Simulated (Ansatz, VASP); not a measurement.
## Be: VASP beside Ansatz

```xyz
4
Lattice="3.8203 0.0000 0.0000 0.0000 3.8203 0.0000 0.0000 0.0000 2.3260" Properties=species:S:1:pos:R:3 pbc="T T T"
Be    3.0463    0.7740    1.1630
Be    0.7740    3.0463    1.1630
Be    2.6841    2.6841    0.0000
Be    1.1362    1.1362    0.0000
```

This isn't the form of Be at room conditions, which is hcp.

Alike in both runs: task single point; functional PBE; k mesh 7 × 7 × 12; occupations fermi-dirac, width 0.05 eV; no spin polarisation.

|  | VASP | Ansatz |
| --- | --- | --- |
| version | VASP 6.6.1 | Ansatz 0.2.0 |
| potentials or method | VASP PAW PBE potentials, release 64 (Be) | Ansatz PAW |
| plane-wave cutoff (eV) | 520 | 420 |
| valence electrons in the cell | 8 | 8 |

```tsv
	VASP	Ansatz	Ansatz less VASP
gap on the k mesh at the Fermi level (eV)	none	none	-
pressure (GPa)	-6.2	-6.3	-0.12
largest component of the traceless stress (GPa)	1.35	1.35	-0.002
rms of the force components (eV/Å)	0.019	0.021	+0.0013
```

Atom by atom the forces differ by 0.001 eV/Å (rms over components). A gap of «none» marks a metal or a gap that the smearing closes.
